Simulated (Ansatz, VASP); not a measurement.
## Ir: VASP beside Ansatz

```
CELL_PARAMETERS angstrom
2.83392 0.00000 0.00000
-1.41696 2.45425 0.00000
0.00000 0.00000 4.52922
ATOMIC_POSITIONS crystal
Ir 0.66667 0.33333 0.75000
Ir 0.33333 0.66667 0.25000
```

Change from the starting cell: strain +0.030 along x and y, +0.015 along z, atoms carried along.

Alike in both runs: task single point; functional PBEsol; k mesh 18 × 18 × 12; occupations gaussian, width 0.15 eV; no spin polarisation.

```csv
,VASP,Ansatz
version,VASP 6.6.1,Ansatz 0.2.0
potentials or method,"VASP PAW PBE potentials, release 64 (Ir)","scalar-relativistic, plane waves, PAW"
plane-wave cutoff (eV),520,420
valence electrons in the cell,18,34
```

|  | VASP | Ansatz | Ansatz less VASP |
| --- | --- | --- | --- |
| gap on the k mesh at the Fermi level (eV) | none | none | - |
| pressure (GPa) | -31.1 | -31.6 | -0.49 |
| largest component of the traceless stress (GPa) | 1.85 | 1.83 | -0.020 |

A gap of «none» marks a metal or a gap that the smearing closes. With one functional, cell and mesh, what is left measures potentials, basis and numerics. The two sets of potentials don't hold the same shells in valence.

Caveats: the cell as given lies far from equilibrium; so large a pressure means that the cell lies far from this level's equilibrium, or that cutoff or potentials fall short (VASP); the potentials were made for another functional, which shifts forces and pressure (VASP). Spin-orbit coupling is left out, which matters for the levels of Ir.
